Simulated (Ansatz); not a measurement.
# SnO2: valence-band photoemission, part 2 of 2

Aim: the valence spectrum of SnO2 from He I to hard X-rays, and which orbitals make each feature.

Ansatz 0.2.0; DFT, PBE, plane-wave PAW, default files, scalar-relativistic (the session's first sound run).

So far. Step 2 (The base run): At this level the gap is 0.63 eV on the path.

## 4. With PBEsol

This step: DFT, PBEsol, plane-wave PAW, default files, scalar-relativistic (Ansatz 0.2.0).

The run is repeated with PBEsol on the same cell, to see how much the levels hang on the functional.

Input file input.yaml:

```yaml
crystal:
  lattice:
    - [-3.248897, 3.41447, 3.414021]
    - [3.248897, -3.41447, 3.414021]
    - [3.248897, 3.41447, -3.414021]
  atoms:
    - { symbol: Sn, position: [0.5, 0.0, 0.0] }
    - { symbol: Sn, position: [0.5, 0.5, 0.5] }
    - { symbol: Sn, position: [0.003599, 0.753599, 0.25] }
    - { symbol: Sn, position: [0.996401, 0.246401, 0.75] }
    - { symbol: O, position: [0.806496, 0.803774, 0.497278] }
    - { symbol: O, position: [0.806496, 0.309218, 0.002722] }
    - { symbol: O, position: [0.302435, 0.24594, 0.056495] }
    - { symbol: O, position: [0.689445, 0.24594, 0.443505] }
    - { symbol: O, position: [0.310555, 0.75406, 0.556495] }
    - { symbol: O, position: [0.193504, 0.690782, 0.997278] }
    - { symbol: O, position: [0.697565, 0.75406, 0.943505] }
    - { symbol: O, position: [0.193504, 0.196226, 0.502722] }
kpoints:
  mp_grid: { grid: [6, 6, 6] }
  band_path:
    path:
      - [[0.0, 0.0, 0.0], [0.5, -0.5, 0.5], [0.476342, -0.476342, 0.523658]]
      - [[-0.476342, 0.476342, 0.476342], [0.0, 0.0, 0.0], [0.499934, 0.499934, -0.499934]]
      - [[0.500066, -0.499934, 0.499934], [0.5, -0.5, 0.5]]
      - [[0.0, 0.0, 0.0], [0.0, 0.5, 0.0], [0.25, 0.25, 0.25], [0.5, 0.0, 0.0], [0.0, 0.0, 0.0]]
    npoints: 10
scf:
  occupations: { method: fermi_dirac, width: 0.02 }
  n_extra_bands: 28
hamiltonian:
  xc: pbesol
  pseudopotentials: { kind: paw }
output:
  forces: true
  stress: true
  dos:
    projected: true
    de: 0.05
    e_range: [-28, 12]
    nscf_kmesh: { grid: [8, 8, 8] }
  fatbands: true
```

On the command line:

```console
ansatz run input.yaml --threads 4 --pin off --max-ram 8192MiB --backend cpu --events-out ev --progress --plain --runs-dir out
```

Elapsed: 24 s, on 4 threads of INTEL XEON PLATINUM 8581C at 2.10GHz (Emerald Rapids), shared host; peak memory 0.95 GiB; 96 s of CPU time.

Numbers from this step:

- free energy: -28286.0186 eV
- Fermi energy: 8.826 eV
- pressure: -6.573 GPa
- gap on the k-mesh: 0.5323 eV
- share of occupied states in no projected shell: 0.0044 of the occupied states in the window
- gap on the path: 0.5323 eV
- least direct gap on the path: 0.5323 eV

The electronic bands at the labelled points (eV, zero at the valence-band maximum; v1 is the highest filled band, c1 the lowest empty one):

```csv
point,v4,v3,v2,v1,c1,c2,c3,c4
Γ,-0.78,-0.74,-0.73,0.00,0.53,4.21,4.21,5.53
halfway,-1.07,-0.97,-0.79,-0.46,2.68,4.77,4.96,5.49
X,-1.19,-1.19,-0.85,-0.85,4.15,4.15,5.46,5.47
halfway,-1.19,-1.19,-0.85,-0.85,4.15,4.16,5.39,5.54
F0,-1.18,-1.18,-0.85,-0.85,4.16,4.16,5.31,5.61
jump to Σ0,-1.18,-1.18,-0.85,-0.85,4.16,4.16,5.31,5.61
halfway,-0.81,-0.80,-0.79,-0.42,3.01,4.44,4.45,6.19
Γ,-0.78,-0.74,-0.73,0.00,0.53,4.21,4.21,5.53
halfway,-1.07,-0.98,-0.79,-0.45,2.68,4.77,4.96,5.50
Λ0,-1.19,-1.19,-0.85,-0.85,4.15,4.15,5.46,5.47
jump to G0,-1.19,-1.19,-0.85,-0.85,4.15,4.15,5.46,5.47
halfway,-1.19,-1.19,-0.85,-0.85,4.15,4.15,5.46,5.47
X,-1.19,-1.19,-0.85,-0.85,4.15,4.15,5.46,5.47
jump to Γ,-0.78,-0.74,-0.73,0.00,0.53,4.21,4.21,5.53
halfway,-0.83,-0.74,-0.72,-0.20,2.05,4.45,4.68,5.59
R,-0.82,-0.81,-0.50,-0.47,3.89,3.89,5.47,5.49
halfway,-0.85,-0.85,-0.59,-0.57,4.18,4.19,5.35,5.36
W,-0.79,-0.79,-0.77,-0.77,4.85,4.85,4.86,4.86
halfway,-0.81,-0.81,-0.66,-0.66,4.12,4.12,5.48,5.48
S,-0.76,-0.76,-0.61,-0.60,3.77,3.77,5.72,5.73
halfway,-0.91,-0.91,-0.71,-0.27,1.91,4.80,4.81,5.04
Γ,-0.78,-0.74,-0.73,0.00,0.53,4.21,4.21,5.53
```

Of the projections kept (Sn s, Sn p, O s, O p, not projected), the largest for each band there; the rest of the weight can lie on other orbitals:

```csv
point,v4,v3,v2,v1,c1,c2,c3,c4
Γ,O p 0.99,O p 0.99,O p 0.99,O p 1.00,Sn s 0.64,Sn s 0.45,Sn s 0.45,Sn s 0.47
X,O p 0.97,O p 0.97,O p 0.99,O p 0.99,Sn s 0.52,Sn s 0.52,Sn s 0.49,Sn s 0.49
F0,O p 0.97,O p 0.97,O p 0.99,O p 0.99,Sn s 0.52,Sn s 0.52,Sn s 0.49,Sn s 0.50
Σ0,O p 0.97,O p 0.97,O p 0.99,O p 0.99,Sn s 0.52,Sn s 0.52,Sn s 0.49,Sn s 0.50
Γ,O p 0.99,O p 0.99,O p 0.99,O p 1.00,Sn s 0.64,Sn s 0.45,Sn s 0.45,Sn s 0.47
Λ0,O p 0.97,O p 0.97,O p 0.99,O p 0.99,Sn s 0.52,Sn s 0.52,Sn s 0.49,Sn s 0.49
```

Side by side:

```csv
quantity,this run,base run,difference
gap on the path (eV),0.5323,0.6271,-0.0948
least direct gap on the path (eV),0.5323,0.6271,-0.0948
gap on the k-mesh (eV),0.53233,0.62709,-0.0948
```

One result that differs is the gap on the path, 0.532 eV against 0.627 eV.

At this level the gap is 0.53 eV on the path.

## 5. With RPBE

This step: DFT, RPBE, plane-wave PAW, default files, scalar-relativistic (Ansatz 0.2.0).

The run is repeated with RPBE on the same cell, to see how much the levels hang on the functional.

Changes to input.yaml since step 4:

```diff
@@ -31,3 +31,3 @@
 hamiltonian:
-  xc: pbesol
+  xc: rpbe
   pseudopotentials: { kind: paw }
```

It took 24 s on 4 threads; peak memory 0.95 GiB.

This step gave:

* free energy: -28683.9332 eV
* Fermi energy: 9.194 eV
* pressure: 3.101 GPa
* gap on the k-mesh: 0.7169 eV
* share of occupied states in no projected shell: 0.0043 of the occupied states in the window
* gap on the path: 0.7169 eV
* least direct gap on the path: 0.7169 eV

Electronic bands along the path, in eV, zero at the valence-band maximum; v1 is the highest filled band, c1 the lowest empty one:

```csv
point,v4,v3,v2,v1,c1,c2,c3,c4
Γ,-0.76,-0.72,-0.71,0.00,0.72,4.41,4.41,5.76
halfway,-1.03,-0.95,-0.77,-0.44,2.83,4.97,5.14,5.68
X,-1.16,-1.16,-0.83,-0.83,4.32,4.32,5.62,5.63
halfway,-1.16,-1.16,-0.83,-0.83,4.32,4.32,5.55,5.70
F0,-1.16,-1.16,-0.83,-0.83,4.33,4.33,5.47,5.78
jump to Σ0,-1.16,-1.16,-0.83,-0.83,4.33,4.33,5.47,5.78
halfway,-0.80,-0.78,-0.77,-0.40,3.15,4.62,4.62,6.38
Γ,-0.76,-0.72,-0.71,0.00,0.72,4.41,4.41,5.76
halfway,-1.03,-0.95,-0.77,-0.44,2.83,4.97,5.13,5.68
Λ0,-1.16,-1.16,-0.83,-0.83,4.32,4.32,5.62,5.63
jump to G0,-1.16,-1.16,-0.83,-0.83,4.32,4.32,5.62,5.63
halfway,-1.16,-1.16,-0.83,-0.83,4.32,4.32,5.62,5.63
X,-1.16,-1.16,-0.83,-0.83,4.32,4.32,5.62,5.63
jump to Γ,-0.76,-0.72,-0.71,0.00,0.72,4.41,4.41,5.76
halfway,-0.81,-0.72,-0.70,-0.19,2.20,4.63,4.87,5.79
R,-0.80,-0.79,-0.49,-0.46,4.05,4.05,5.64,5.66
halfway,-0.82,-0.82,-0.58,-0.55,4.34,4.34,5.51,5.53
W,-0.76,-0.76,-0.75,-0.75,5.01,5.01,5.02,5.02
halfway,-0.79,-0.79,-0.64,-0.64,4.28,4.28,5.64,5.65
S,-0.73,-0.73,-0.59,-0.58,3.93,3.93,5.89,5.90
halfway,-0.89,-0.89,-0.68,-0.26,2.06,4.99,5.00,5.25
Γ,-0.76,-0.72,-0.71,0.00,0.72,4.41,4.41,5.76
```

Of the projections kept (Sn s, Sn p, O s, O p, not projected), the largest for each band there; the rest of the weight can lie on other orbitals:

```csv
point,v4,v3,v2,v1,c1,c2,c3,c4
Γ,O p 0.99,O p 0.99,O p 0.99,O p 1.00,Sn s 0.65,Sn s 0.46,Sn s 0.46,Sn s 0.48
X,O p 0.97,O p 0.97,O p 0.99,O p 0.99,Sn s 0.53,Sn s 0.53,Sn s 0.50,Sn s 0.50
F0,O p 0.97,O p 0.97,O p 0.99,O p 0.99,Sn s 0.53,Sn s 0.53,Sn s 0.49,Sn s 0.51
Σ0,O p 0.97,O p 0.97,O p 0.99,O p 0.99,Sn s 0.53,Sn s 0.53,Sn s 0.49,Sn s 0.51
Γ,O p 0.99,O p 0.99,O p 0.99,O p 1.00,Sn s 0.65,Sn s 0.46,Sn s 0.46,Sn s 0.48
Λ0,O p 0.97,O p 0.97,O p 0.99,O p 0.99,Sn s 0.53,Sn s 0.53,Sn s 0.50,Sn s 0.50
```

Simulated valence spectra by photon energy, shown to 13 eV, since a deeper line would dwarf them at some energies; the 100 % can be that line's tail at the edge; this run's widths, added to any smearing of the DOS itself: Gaussian 0.3 eV, Lorentzian 0.1 eV plus 0.08 an eV of depth. The intensity by binding energy, zero at the valence-band maximum; values in % of the maximum within 13 eV:

```csv
binding energy (eV),21.2 eV,40.8 eV,900 eV,1486.7 eV,8047.8 eV
-1.0,1.32,1.43,6.30,8.24,2.65
-0.5,2.25,2.37,7.50,9.51,3.04
0.0,7.77,7.88,12.6,14.3,4.00
0.5,50.8,50.8,50.6,48.0,9.39
1.0,96.0,96.1,99.9,96.8,19.7
1.5,68.6,68.9,86.9,91.7,24.5
2.0,44.4,44.4,65.8,74.8,28.6
2.5,37.6,37.3,60.6,72.2,33.9
3.0,34.7,34.2,59.2,73.2,39.6
3.5,38.0,37.1,66.4,84.6,52.1
4.0,33.1,32.2,61.0,79.8,53.5
4.5,24.2,23.6,50.7,68.0,48.9
5.0,16.2,16.0,41.0,56.6,45.1
5.5,10.2,10.5,37.2,53.5,49.7
6.0,9.83,10.3,41.8,61.7,64.6
6.5,11.4,12.0,50.1,75.8,88.1
7.0,11.9,12.5,52.9,81.2,99.7
7.5,8.34,8.87,41.7,63.7,73.7
8.0,3.52,3.98,26.4,38.8,33.1
8.5,1.58,2.04,21.1,29.9,17.0
9.0,0.947,1.44,20.6,28.8,12.6
9.5,0.659,1.20,21.6,29.9,11.2
10.0,0.496,1.09,23.3,32.1,10.9
10.5,0.392,1.06,25.6,35.3,11.3
11.0,0.321,1.08,28.5,39.3,12.1
11.5,-,1.13,32.2,44.3,13.4
12.0,-,1.23,37.0,50.8,15.2
12.5,-,1.37,43.1,59.1,17.6
```

Maxima picked by a test of local sharpness, so broad peaks and shoulders can be missing; peaks within 0.45 eV of a curve's cut are left out. Valence peaks, by row:

```csv
photon energy (eV),binding energy (eV),height (% of the maximum within 13 eV),main shell,its share (%)
21.2,6.839,12.09,O 2p,98.15
21.2,3.539,38.14,O 2p,95.21
21.2,0.8888,100,O 2p,99.82
40.8,20.24,58.74,Sn 4d,96.98
40.8,6.839,12.68,O 2p,93.2
40.8,3.539,37.18,O 2p,97.25
40.8,0.8888,100,O 2p,99.39
900,20.24,2266,Sn 4d,98.52
900,6.889,53.39,Sn 5s,40.2
900,3.589,66.68,O 2p,41.34
900,2.739,61.04,O 2p,44.71
900,0.9888,100,O 2p,73.39
1487,20.19,3126,Sn 4d,98.58
1487,6.889,81.75,Sn 5s,52.1
1487,3.589,85.4,Sn 5p,33.13
1487,2.789,74.06,O 2p,29.16
1487,1.189,100,O 2p,52.77
8048,20.24,751.8,Sn 4d,96.93
8048,6.939,100,Sn 5s,87.43
8048,3.789,54.47,Sn 5p,58
```

Spectra as before, but with a recipe of its own (widths, and in some runs the light), which changes peak heights and what is resolved: Gaussian 0.3 eV, Lorentzian 0.1 eV plus 0.08 times the binding energy, unpolarised light, analyser at 60°, Fermi edge at 20 K; some photon energies differ too.

The two runs compared:

```csv
quantity,this run,base run,difference
gap on the path (eV),0.7169,0.6271,0.0898
least direct gap on the path (eV),0.7169,0.6271,0.0898
gap on the k-mesh (eV),0.71688,0.62709,0.0898
```

One result that differs is the gap on the path, 0.717 eV against 0.627 eV.

At this level the gap is 0.72 eV on the path.

## 6. Other settings: crystal.symmetry = {"detect": false}

This step: DFT, PBE, plane-wave PAW, default files, scalar-relativistic; changed: crystal.symmetry = {"detect": false} (Ansatz 0.2.0).

Some settings are changed to see whether the read-outs move.

Changes to input.yaml since step 5:

```diff
@@ -18,11 +18,5 @@
     - { symbol: O, position: [0.193504, 0.196226, 0.502722] }
+  symmetry: { detect: false }
 kpoints:
   mp_grid: { grid: [6, 6, 6] }
-  band_path:
-    path:
-      - [[0.0, 0.0, 0.0], [0.5, -0.5, 0.5], [0.476342, -0.476342, 0.523658]]
-      - [[-0.476342, 0.476342, 0.476342], [0.0, 0.0, 0.0], [0.499934, 0.499934, -0.499934]]
-      - [[0.500066, -0.499934, 0.499934], [0.5, -0.5, 0.5]]
-      - [[0.0, 0.0, 0.0], [0.0, 0.5, 0.0], [0.25, 0.25, 0.25], [0.5, 0.0, 0.0], [0.0, 0.0, 0.0]]
-    npoints: 10
 scf:
@@ -31,3 +25,3 @@
 hamiltonian:
-  xc: rpbe
+  xc: pbe
   pseudopotentials: { kind: paw }
@@ -41,2 +35 @@
     nscf_kmesh: { grid: [8, 8, 8] }
-  fatbands: true
```

It took 75 s on 4 threads; peak memory 1.7 GiB; 4.9 min of CPU time.

Numbers from this step:

```yaml
free_energy: -28635.9323 eV
fermi_energy: 9.002 eV
symmetry_operations: 1
pressure: -0.8167 GPa
gap_on_the_k_mesh: 0.6271 eV
```

Simulated valence spectra by photon energy, shown to 13 eV, since a deeper line would dwarf them at some energies; the 100 % can be that line's tail at the edge; this run's widths, added to any smearing of the DOS itself: Gaussian 0.1 eV, Lorentzian 0.2 eV plus 0.08 an eV of depth. Table of intensity by binding energy, zero at the valence-band maximum; values in % of the maximum within 13 eV:

```csv
binding energy (eV),21.2 eV,150 eV,1486.7 eV,5950 eV
-1,2.00,2.15,10.1,3.28
0,9.49,9.65,16.3,4.89
1,94.1,94.3,83.4,19.8
2,46.8,47.6,77.5,30.5
3,36.8,37.2,80.1,41.7
4,35.4,35.1,89.8,55.9
5,18.2,18.9,68.1,48.1
6,10.4,13.0,74.7,65.0
7,12.3,15.6,99.8,99.9
8,4.26,5.70,51.0,38.9
9,1.23,2.11,35.8,15.4
10,0.654,1.64,39.3,13.4
11,0.427,1.72,47.8,14.9
12,-,2.18,62.2,18.9
```

Maxima picked by a test of local sharpness, so broad peaks and shoulders can be missing; peaks within 0.45 eV of a curve's cut are left out. Valence peaks, by row:

```csv
photon energy (eV),binding energy (eV),height (% of the maximum within 13 eV),main shell,its share (%)
21.2,6.834,12.39,O 2p,97.34
21.2,3.584,39.69,O 2p,92.98
21.2,0.8338,100,O 2p,99.71
150,20.38,11.53,O 2s,69.27
150,16.03,35.6,O 2s,97.59
150,6.834,15.76,O 2p,76.28
150,3.534,39.56,O 2p,93.06
150,0.8338,100,O 2p,99.34
1487,20.13,3292,Sn 4d,98.19
1487,6.934,100,Sn 5s,55.33
1487,3.684,93.9,Sn 5p,36.84
1487,2.884,80.85,Sn 5p,28.8
1487,1.284,92.3,Sn 4d,46.01
5950,20.13,796.7,Sn 4d,96.36
5950,6.984,100,Sn 5s,85.14
5950,3.834,56.51,Sn 5p,55.7
```

Spectra as before, but with a recipe of its own (widths, and in some runs the light), which changes peak heights and what is resolved: Gaussian 0.1 eV, Lorentzian 0.2 eV plus 0.08 times the binding energy, linear light, analyser at 0°, Fermi edge at 77 K; some photon energies differ too.

Side by side:

```csv
quantity,this run,base run,difference
gap on the k-mesh (eV),0.62709,0.62709,9.5e-7
```

The gap on the k-mesh moves by 0.00 eV at most against the base run, and the converged energy is the same to the last digits.

## 7. Outcome

| Item | Value |
| --- | --- |
| least gap on the mesh and the path | 0.63 eV |
| strongest listed peak within 13 eV of the zero, at 1486.7 eV | 1.3 eV binding, led by Sn 4d |
| strongest listed peak within 13 eV of the zero, at 21.2 eV | 0.8 eV binding, mostly O 2p |
| PBE (23 s on 4 threads) | gap 0.63 eV, highest Al Kα peak within 13 eV at 1.3 eV (Sn 4d) |
| spin–orbit (5.8 min on 4 threads) | gap 0.63 eV, highest Al Kα peak within 13 eV at 1.2 eV (O 2p) |
| PBEsol (24 s on 4 threads) | gap 0.53 eV, highest Al Kα peak within 13 eV at 1.3 eV (O 2p) |
| RPBE (24 s on 4 threads) | gap 0.72 eV, highest Al Kα peak within 13 eV at 1.2 eV (O 2p) |
| other settings (75 s on 4 threads) | gap 0.63 eV, highest Al Kα peak within 13 eV at 6.9 eV (Sn 5s) |

**Reading.** SnO2 is an insulator or semiconductor at the base level (gap 0.63 eV), and its valence spectrum changes with photon energy as the shells' cross sections do. At 21.2 eV the valence spectrum has its highest listed peaks within 10.8 eV at 0.8 eV (O 2p) and 3.6 eV (O 2p). At 1486.7 eV the valence spectrum has its highest listed peaks within 13 eV at 1.3 eV (mixed, Sn 4d leading), 2.8 eV (mixed, Sn 5p leading), 3.6 eV (mixed, Sn 5p leading) and 7.0 eV (Sn 5s), and the deeper Sn 4d line at 20.1 eV is higher still (without the spin–orbit splitting that a measurement shows). The shell named is the one with most of the intensity, cross sections included, not always the one with most states there. With spin-orbit coupling on, the gap on the path stays within 0.02 eV. With PBEsol, the gap on the path moves from 0.63 to 0.53 eV. With RPBE, the gap on the path moves from 0.63 to 0.72 eV. At 21.2 eV the area is led by O 2p (97 %), at 5414.7 eV by Sn 4d (75 %), a shell that the model's window at 21.2 eV leaves out. These are Kohn–Sham levels; self-energy shifts and satellites are missing. Semilocal functionals underbind filled localised shells, so the Sn 4d peak should lie deeper in a measurement, and spin–orbit coupling splits d and f lines of heavy atoms. Each run has its own recipe for the spectra (widths, photon energies, in some runs the light), so peak heights and places can differ between runs for that reason too. The structure comes from a computed Materials Project entry, not from a measurement. Semilocal Kohn–Sham gaps are too small as a rule.

[Logs are printed without paths, hosts, clocks, repeated set-up lines and the standing remarks that a program may print on its own settings, such as how far it seeks lower states.]

[Hosts, paths, dates, database ids (printed as entryN), source tags and the programs' standing remarks are cut or masked in the printed files.]

[Maps of the electrostatic potential energy from Ansatz leave out the sawtooth potential of an applied field or a dipole correction, so their vacuum need not be flat; work functions include it.]

[Peak lists hold at most the 14 tallest peaks of each spectrum; further lines can be left out.]
